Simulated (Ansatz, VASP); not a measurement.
## HgTe: VASP beside Ansatz

```
Hg Te
1.0
     0.00000    3.32480    3.32480
     3.32480    0.00000    3.32480
     3.32480    3.32480    0.00000
Hg Te
1 1
Direct
  0.00000 0.00000 0.00000
  0.75000 0.75000 0.75000
```

Alike in both runs: functional PBE; k mesh 12 × 12 × 12; occupations gaussian, width 0.1 eV; no spin polarisation.

Ansatz relaxed the structure, and its values are those at the end. VASP's run is a single point on that final structure, the one shown.

```csv
,VASP,Ansatz
version,VASP 6.6.1,Ansatz 0.2.0
potentials or method,"VASP PAW PBE potentials, release 64 (Hg, Te)","scalar-relativistic, plane waves, PAW"
plane-wave cutoff (eV),520,420
valence electrons in the cell,18,36
```

```csv
,VASP,Ansatz,Ansatz less VASP
gap on the k mesh at the Fermi level (eV),none,none,-
pressure (GPa),0.1,0.0,-0.04
```

A gap of «none» marks a metal or a gap that the smearing closes. The functional is the same, so the differences come from potentials, cutoffs and numerics. The two sets of potentials don't hold the same shells in valence.

Spin-orbit coupling is left out, which matters for the levels of Hg, Te.
